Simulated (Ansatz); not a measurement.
TaAs:

```xyz
4
Lattice="-1.7218 1.7218 5.8679 1.7218 -1.7218 5.8679 1.7218 1.7218 -5.8679" Properties=species:S:1:pos:R:3 pbc="T T T"
Ta    0.0000    0.0000    5.8676
Ta    1.7218    0.0000    2.9336
As    0.0000    0.0000    0.9698
As    0.0000    1.7218    3.9037
```

The cell is a database's computed one.

Base run:

- Program: Ansatz 0.2.0
- Functional: LDA
- Potentials or basis: Ansatz PAW
- Cutoff: 420 eV (not typed: the program's choice for these potentials)
- k mesh: 11 × 11 × 11
- Occupations: fermi-dirac, width 0.05 eV
- Spin: no spin polarisation
- Hubbard terms: Ta d U = 2 eV

Its results: band gap on the k mesh none (metal or under the smearing width); pressure -6.5 GPa; largest force 0.013 eV/Å.

Question: The run is repeated on the same cell with these changes: hubbard terms from Ta d U = 2 eV to none; hubbard projectors from ortho-atomic (the default) to none. What comes out?

Answer: Band gap on the k mesh none (metal or under the smearing width); pressure -7.5 GPa; largest force 0.017 eV/Å.

Caveats: spin-orbit coupling is left out, which moves the levels of the heavy elements; the PAW data sets come from PBE, with cores solved anew for the run's functional, which leaves a small shift of forces and pressure; U without spin polarisation on a metal has little footing (some runs); the U is typed as a test and isn't derived for this compound (some runs).
